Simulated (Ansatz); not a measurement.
# PtSe2: the cost of one run

Computed with Ansatz 0.2.0 (DFT PBE, scalar-relativistic, plane waves, PAW, unless a step's input says otherwise).

## Step 1: The structure to begin with

Symmetry: P-3m1, No. 164, trigonal system. The conventional cell has a = 3.318 Å, b = 3.318 Å, c = 24.069 Å, α = 90.00°, β = 90.00°, γ = 120.00°. W (site symmetry 3m) is surrounded by 6 Se at 2.54 Å. Se (site symmetry 3m) is surrounded by 3 W at 2.54 Å.

Coordinates:

```cif
data_structure
_symmetry_space_group_name_H-M 'P-3m1'
_symmetry_Int_Tables_number 164
_cell_length_a 3.3179
_cell_length_b 3.3179
_cell_length_c 24.0685
_cell_angle_alpha 90.000
_cell_angle_beta 90.000
_cell_angle_gamma 120.000
_cell_volume 229.45
loop_
_atom_site_label
_atom_site_type_symbol
_atom_site_symmetry_multiplicity
_atom_site_Wyckoff_symbol
_atom_site_fract_x
_atom_site_fract_y
_atom_site_fract_z
_atom_site_occupancy
W1 W 2 d 0.66667 0.33333 0.14154 1
Se1 Se 2 d 0.33333 0.66667 0.21059 1
Se2 Se 2 d 0.66667 0.33333 0.92756 1
```

The structure comes from the Materials Project (structure only).

## Step 2: Substitution of an element, cell strained: W → Pt, first probe

What differs from the listed cell: Pt takes all sites of W, and lengths are scaled by 0.961 as a first guess of the size; strain xx, yy, zz, yz, xz, xy = +5.1, +5.1, +3.6, +0.0, +0.0, +0.0 %; atoms moved by 0.10 Å root mean square, at most 0.14 Å.

Input file input.yaml:

```yaml
crystal:
  lattice:
    - [3.3503735792, 0.0, 0.0]
    - [-1.6751867896, 2.9015086318, 0.0]
    - [0.0, 0.0, 23.9574118004]
  atoms:
    - { symbol: Pt, position: [0.6666666667, 0.3333333333, 0.1458659842] }
    - { symbol: Pt, position: [0.3333333333, 0.6666666667, 0.8541340158] }
    - { symbol: Se, position: [0.3333333333, 0.6666666667, 0.2048480597] }
    - { symbol: Se, position: [0.6666666667, 0.3333333333, 0.9273884748] }
    - { symbol: Se, position: [0.3333333333, 0.6666666667, 0.0726115252] }
    - { symbol: Se, position: [0.6666666667, 0.3333333333, 0.7951519403] }
basis:
  ecutwfc: 420
kpoints:
  mp_grid: { grid: [6, 6, 1] }
hamiltonian:
  xc: pbe
scf:
  occupations: { method: gaussian, width: 0.1 }
output:
  forces: true
  stress: true
  eigenvalues: true
```

Q: Estimate wall time and peak memory on 1 thread of an Arm CPU, shared host.

About 5.5 s, with a peak of 0.49 GiB.
